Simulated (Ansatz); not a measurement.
**LiF: energy along a strain**

LiF, Fm-3m, a = 4.028 Å (as given, not relaxed at this level: -2.1 GPa). Ansatz: r2SCAN, PAW, 500 eV, Γ-centred 10×10×10 mesh on 2 atoms, Gaussian smearing 0.05 eV; no spin polarisation. Cell vectors (Å): 0.000 2.014 2.014; 2.014 0.000 2.014; 2.014 2.014 0.000. The cell is strained by x per cent times the pattern (1 1 0 0 0 0) in the order xx yy zz yz xz xy (engineering shears), with fractional coordinates held. y is the free energy over the start, V0 = 8.169 Å³/atom.

| x (%) | y (meV/atom) |
| --- | --- |
| -6.00 | 25.67 |
| -4.50 | 10.82 |
| -3.00 | 2.18 |
| -1.50 | -1.16 |
| 0.00 | 0.00 |
| 1.50 | 4.93 |
| 3.00 | 13.05 |
| 4.50 | 23.83 |
| 5.25 | 30.07 |
| 6.00 | ? |

Task: Fit y = c1 x + c2 x² + c3 x³ to the other rows, get the stiffness along the pattern, and predict the missing energy.

Result: Least squares on the rows shown. y = 2.1315 x + 0.86042 x² − 0.034215 x³. The clamped-ion stiffness p·C·p = 2 × 8.604 eV × 160.2 / 8.169 Å³ = 337 GPa (second derivative at the start, which stands under stress). At x = 6.00 the fit asked for gives 36.37 meV/atom. The run gave 36.81 meV/atom, so the fit is 0.44 meV/atom too low, 1.2 % of the span of the series, against an rms of 0.10 meV/atom on the fitted rows. The row lies outside the fitted range. With a term in x⁴ added, a fit to the same known rows predicts 36.84 meV/atom, so most of the miss is curvature that the known rows already hold.